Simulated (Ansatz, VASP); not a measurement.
## As: VASP beside Ansatz

```
CELL_PARAMETERS angstrom
2.68791 0.00000 0.00000
0.00000 2.68791 0.00000
0.00000 0.00000 2.68791
ATOMIC_POSITIONS crystal
As 0.50000 0.50000 0.50000
```

Alike in both runs: functional PBEsol; k mesh 10 × 10 × 10; no spin polarisation.

Ansatz relaxed the structure, and its values are those at the end. VASP's run is a single point on that final structure, the one shown.

|  | VASP | Ansatz |
| --- | --- | --- |
| version | VASP 6.6.1 | Ansatz 0.2.0 |
| potentials or method | VASP PAW PBE potentials, release 64 (As) | plane waves, PAW |
| plane-wave cutoff (eV) | 520 | 550 |
| occupations | fermi-dirac, width 0.1 eV | fermi-dirac |
| valence electrons in the cell | 5 | 15 |

|  | VASP | Ansatz | Ansatz less VASP |
| --- | --- | --- | --- |
| pressure (GPa) | 0.3 | 0.0 | -0.35 |

The two sets of potentials don't hold the same shells in valence.

Caveats: the PAW data sets were made with another functional, which shifts forces and pressure a little (VASP).
